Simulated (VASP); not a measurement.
# Se (P3_221) in VASP: single point with r2SCAN

Aim: the single point of Se with r2SCAN.

Program: VASP 6.6.1. These are calculated values, not measurements. Logs are shortened: lines on timing, memory, paths and dates and some standing lists are left out, and cuts for length are marked.

## Step 1: Starting point

Symmetry: P3_221, No. 154, trigonal system. Conventional cell: a = 4.497 Å, b = 4.497 Å, c = 4.996 Å, α = 90.00°, β = 90.00°, γ = 120.00°. Se (site symmetry 2) is surrounded by 2 Se at 2.38 Å.

## Step 2: Single point, r2SCAN

Input file POSCAR:

```
Se
1.0
    4.4968862917      0.0000000000      0.0000000000
   -2.2484431459      3.8944177665      0.0000000000
    0.0000000000      0.0000000000      4.9961923570
Se
3
Direct
    0.2174132783      0.0000000000      0.1666666667
    0.0000000000      0.2174132783      0.8333333333
    0.7825867217      0.7825867217      0.5000000000
```

Input file INCAR.step1:

```
PREC     = Accurate       # precision mode
ENCUT    = 520            # plane-wave cutoff, eV
ISMEAR   = 0              # smearing method
SIGMA    = 0.02           # smearing width, eV
LREAL    = False          # projectors in reciprocal space
LASPH    = True           # aspherical terms in the spheres
NELM     = 100            # most SCF steps
NBANDS   = 16             # bands
GGA      = PE             # functional
ALGO     = Normal         # electronic algorithm
EDIFF    = 1E-4           # SCF threshold, eV
LWAVE    = True           # write WAVECAR
LCHARG   = False          # write CHGCAR
```

Input file INCAR.step2:

```
PREC     = Accurate       # precision mode
ENCUT    = 520            # plane-wave cutoff, eV
EDIFF    = 1E-7           # SCF threshold, eV
ISMEAR   = 0              # smearing method
SIGMA    = 0.02           # smearing width, eV
LREAL    = False          # projectors in reciprocal space
LASPH    = True           # aspherical terms in the spheres
NELM     = 100            # most SCF steps
ALGO     = Normal         # electronic algorithm
ISIF     = 2              # what is computed and relaxed
LWAVE    = False          # write WAVECAR
LCHARG   = False          # write CHGCAR
METAGGA  = R2SCAN         # meta-GGA
LMIXTAU  = True         
NBANDS   = 16             # bands
ISTART   = 1
```

Input file KPOINTS:

```
Automatic mesh
0
Gamma
  9 9 6
```

Potentials or basis: VASP PAW PBE potentials, release 64 (Se).

Command:

```console
$ cat potpaw_PBE.64/Se/POTCAR > POTCAR
$ cp INCAR.step1 INCAR
$ mpirun -np 1 vasp_std > vasp.out
$ cp INCAR.step2 INCAR
$ mpirun -np 1 vasp_std > vasp.out
```

OUTCAR:

```text
PREC = Accurate
   ENCUT = 520
   EDIFF = 1E-7
   ISMEAR = 0
   LREAL = False
   LASPH = True
   NELM = 100
   ISIF = 2
   METAGGA = R2SCAN
   ISTART = 1

 ion  position               nearest neighbor table
   1  0.217  0.000  0.167-   3 2.38   2 2.38
   2  0.000  0.217  0.833-   3 2.38   1 2.38
   3  0.783  0.783  0.500-   2 2.38   1 2.38

  LATTYP: Found a hexagonal cell.
 ALAT       =     4.4968862917
 C/A-ratio  =     1.1110337315

  Lattice vectors:

 A1 = (   4.4968862917,   0.0000000000,   0.0000000000)
 A2 = (  -2.2484431459,   3.8944177665,   0.0000000000)
 A3 = (   0.0000000000,   0.0000000000,   4.9961923570)

Analysis of symmetry for initial positions (statically):
=====================================================================
 Subroutine PRICEL returns:
 Original cell was already a primitive cell.

 Routine SETGRP: Setting up the symmetry group for a
 hexagonal supercell.

 Subroutine GETGRP returns: Found  6 space group operations
 (whereof  2 operations were pure point group operations)
 out of a pool of 24 trial point group operations.

The static configuration has the point symmetry C_2 .
 The point group associated with its full space group is D_3 .

Analysis of symmetry for dynamics (positions and initial velocities):
=====================================================================
 Subroutine PRICEL returns:
 Original cell was already a primitive cell.

 Routine SETGRP: Setting up the symmetry group for a
 hexagonal supercell.

 Subroutine GETGRP returns: Found  6 space group operations
 (whereof  2 operations were pure point group operations)
 out of a pool of 24 trial point group operations.

The dynamic configuration has the point symmetry C_2 .
 The point group associated with its full space group is D_3 .

 Subroutine INISYM returns: Found  6 space group operations
 (whereof  2 operations are pure point group operations),
 and found     1 'primitive' translations

----------------------------------------------------------------------------------------

                                     Primitive cell

  volume of cell :      87.4971

  direct lattice vectors                    reciprocal lattice vectors
     4.496886292  0.000000000  0.000000000     0.222376092  0.128388897  0.000000000
    -2.248443146  3.894417767  0.000000000     0.000000000  0.256777793  0.000000000
     0.000000000  0.000000000  4.996192357     0.000000000  0.000000000  0.200152422

  length of vectors
[... 88 lines left out ...]
   IBRION =     -1    ionic relax: 0-MD 1-quasi-New 2-CG
   NFREE  =      0    steps in history (QN), initial steepest desc. (CG)
   ISIF   =      2    stress and relaxation
   ISYM   =      2    0-nonsym 1-usesym 2-fastsym
   POTIM  = 0.5000    time-step for ionic-motion
   TEBEG  =    0.0;   TEEND  =   0.0 temperature during run
   PSTRESS=    0.0 pullay stress
   NELECT =      18.0000    total number of electrons
   NUPDOWN=      -1.0000    fix difference up-down
   EMIN   =  10.00;   EMAX   =-10.00  energy-range for DOS
   EFERMI =   0.00;   METHOD = LEGACY
   ISMEAR =     0;   SIGMA  =   0.02  broadening in eV -4-tet -1-fermi 0-gaus
   EFERMI_NEDOS =   21; number of points for ismear=-14 and -15
   IALGO  =     38    algorithm
   IMIX   =      4    mixing-type and parameters
     AMIX     =   0.40;   BMIX     =  1.00
     AMIX_MAG =   1.60;   BMIX_MAG =  1.00
  volume/ion in A,a.u.               =      29.17       196.82
  Fermi-wavevector in a.u.,A,eV,Ry     =   0.966424  1.826277 12.707512  0.933976
  Thomas-Fermi vector in A             =   2.096225
   LORBIT       =      0    0 simple, 1 ext, 2 COOP (PROOUT), +10 PAW based schemes
   METAGGA = R2SCAN    functional components
   LHFCALC =     F    Hartree Fock is set to
   AEXX    =    0.0000 exact exchange contribution
   IVDW    =     0    specifies the selected vdW correction
   LEPSILON=     F    determine dielectric tensor
   LRPA    =     F    only Hartree local field effects (RPA)
 non-spin polarized calculation
 Gauss-broadening in eV      SIGMA  =   0.02
  energy-cutoff  :      520.00
  volume of cell :       87.50
 maximum number of plane-waves:      2388
 NGX is ok and might be reduce to    36
   NGX = 17   NGY = 17   NGZ = 19

 number of electron      18.0000000 magnetization

 Free energy of the ion-electron system (eV)
  ---------------------------------------------------
  ext. energy  EPLUGINS =         0.00000000
  ---------------------------------------------------
  free energy    TOTEN  =       -42.92818888 eV

  energy without entropy =      -42.92818888  energy(sigma->0) =      -42.92818888

 E-fermi :   1.8385     XC(G=0):  -8.9334

 val. band max:        1.7534983980   @ k =   0.4444   0.1111   0.5000
 cond. band min:       3.0675818667   @ k =   0.3333   0.3333   0.5000
 fundamental gap:      1.3140834687
 Fermi energy:         1.8385011827

 k-point     1 :       0.0000    0.0000    0.0000
  band No.  band energies     occupation
      1     -14.4715      2.00000
      2     -10.2708      2.00000
      3     -10.2708      2.00000
      4      -2.2117      2.00000
      5      -2.2117      2.00000
      6      -1.8900      2.00000
[... 433 lines left out ...]
      3      -9.4927      2.00000
      4      -3.1523      2.00000
      5      -2.8469      2.00000
      6      -1.5343      2.00000
[... 8 lines left out ...]
     15      10.0742      0.00000
     16      11.1039      0.00000

 [... further k-points ...]

------------------------ aborting loop because EDIFF is reached ----------------------------------------

  FORCE on cell =-STRESS in cart. coord.  units (eV):
  Direction    XX          YY          ZZ          XY          YZ          ZX
  --------------------------------------------------------------------------------------
  -------------------------------------------------------------------------------------
  Total        0.0056890      0.0056890     -0.0356277     -0.0000000      0.0000000     -0.0000000
  in kB        0.1041716      0.1041716     -0.6523862     -0.0000000      0.0000000     -0.0000000
  external PRESSURE =      -0.1480143 kB  Pullay stress =       0.0000000 kB

 VOLUME and BASIS-vectors are now :
 -----------------------------------------------------------------------------
  energy-cutoff  :      520.00
  volume of cell :       87.50
      direct lattice vectors                 reciprocal lattice vectors
     4.496886292  0.000000000  0.000000000     0.222376092  0.128388897  0.000000000
    -2.248443146  3.894417767  0.000000000     0.000000000  0.256777793  0.000000000
     0.000000000  0.000000000  4.996192357     0.000000000  0.000000000  0.200152422

 POSITION                                       TOTAL-FORCE (eV/Angst)
 -----------------------------------------------------------------------------------
      0.97768      0.00000      0.83270         0.002499     -0.000000      0.000000
     -0.48884      0.84670      4.16349        -0.001250      0.002165     -0.000000
      1.75960      3.04772      2.49810        -0.001250     -0.002165     -0.000000
 -----------------------------------------------------------------------------------
    total drift:                                0.000000      0.000001     -0.000000

  FREE ENERGIE OF THE ION-ELECTRON SYSTEM (eV)
  ---------------------------------------------------
  free  energy   TOTEN  =       -42.9281888821 eV

  energy  without entropy=      -42.9281888821  energy(sigma->0) =      -42.92818888
```

OSZICAR.step1:

```text
N       E                     dE             d eps       ncg     rms          rms(c)
DAV:   1     0.829538090775E+02    0.82954E+02   -0.70848E+03  1984   0.921E+02
DAV:   2    -0.503122923236E+01   -0.87985E+02   -0.84022E+02  2712   0.154E+02
DAV:   3    -0.105420404186E+02   -0.55108E+01   -0.54911E+01  2472   0.435E+01
DAV:   4    -0.105831953444E+02   -0.41155E-01   -0.41148E-01  2592   0.449E+00
DAV:   5    -0.105835016071E+02   -0.30626E-03   -0.30626E-03  2504   0.384E-01    0.678E+00
DAV:   6    -0.105197638836E+02    0.63738E-01   -0.37389E-02  2424   0.120E+00    0.419E+00
DAV:   7    -0.104974874148E+02    0.22276E-01   -0.76891E-02  2360   0.169E+00    0.204E-01
DAV:   8    -0.104968873034E+02    0.60011E-03   -0.88785E-03  2248   0.570E-01    0.100E-01
DAV:   9    -0.104970130615E+02   -0.12576E-03   -0.29366E-04  2800   0.110E-01    0.331E-02
DAV:  10    -0.104970641626E+02   -0.51101E-04   -0.54646E-05  1640   0.502E-02
   1 F= -.10497064E+02 E0= -.10497064E+02  d E =-.468090E-21
```

Wall time 4.9 min (1 thread of AMD EPYC 7R13 (Zen 3), shared host); peak memory 0.23 GiB.

What came out:

* Free energy: -42.9282 eV
* Pressure: 0.0 GPa
* Band gap on the k mesh: 1.31 eV, indirect (least direct gap 1.56 eV)

Forces on the atoms (eV/Å):
```
Se   0.002  0.000  0.000
Se  -0.001  0.002  0.000
Se  -0.001 -0.002  0.000
```

Stress tensor (GPa, compression positive):
```
 0.01  0.00  0.00
 0.00  0.01  0.00
 0.00  0.00 -0.07
```

Caveat: the PAW data sets were made with another functional, which shifts forces and pressure a little; an odd mesh through Γ misses points on the zone boundary, where band edges often lie.
